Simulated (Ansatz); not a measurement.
Response to strain in InN

Start from InN in the wurtzite structure (space group P6_3mc, No. 186).

```
InN
1.0
    3.54750     0.00000     0.00000
   -1.77375     3.07222     0.00000
    0.00000     0.00000     5.72256
In N
2 2
Direct
  0.66667   0.33333   0.00226
  0.33333   0.66667   0.50226
  0.66667   0.33333   0.62294
  0.33333   0.66667   0.12294
```

Cartesian axes are those of the cell as printed.

Strains are applied to the cell and any free atomic positions relax; under biaxial strain the out-of-plane vector relaxes too; under stress the whole cell relaxes.

Calculations: r2SCAN (Ansatz, a first-principles code), no SOC.

Notes on the quantities. pressure: mean of the normal stresses, compression positive; band gap: uncertain: the Fermi level lies in a band; the base alone.

```csv
variant,volume per atom,pressure,band gap
base,15.59 Å³,0.0 GPa,0.07 eV
"biaxial strain −4.41 %, plane normal [001], relaxed out of plane",14.73 Å³,8.7 GPa,zero
"biaxial strain −1.51 %, plane normal [001], relaxed out of plane",15.30 Å³,2.8 GPa,zero
"biaxial strain +3.26 %, plane normal [001], relaxed out of plane",16.17 Å³,-5.0 GPa,zero
"biaxial strain +4.45 %, plane normal [001], relaxed out of plane",16.36 Å³,-6.6 GPa,zero
isotropic strain −0.93 %,15.16 Å³,4.19 GPa,0.14 eV
uniaxial strain ε_xx = +5.13 %,16.39 Å³,-6.4 GPa,zero
uniaxial strain ε_yy = −3.41 %,15.06 Å³,5.2 GPa,zero
uniaxial strain ε_zz = +3.87 %,16.20 Å³,-4.8 GPa,zero
"uniaxial stress, 3 GPa tension along z",15.71 Å³,–,zero
```

The mesh was chosen for an insulator and is coarse for the gapless case. Stability under load was not tested beyond the relaxation. All final runs are without spin polarisation. Gaps under 0.05 eV, about the width of the smearing, are given as zero. The zero or small gap of InN can change with the level of theory.
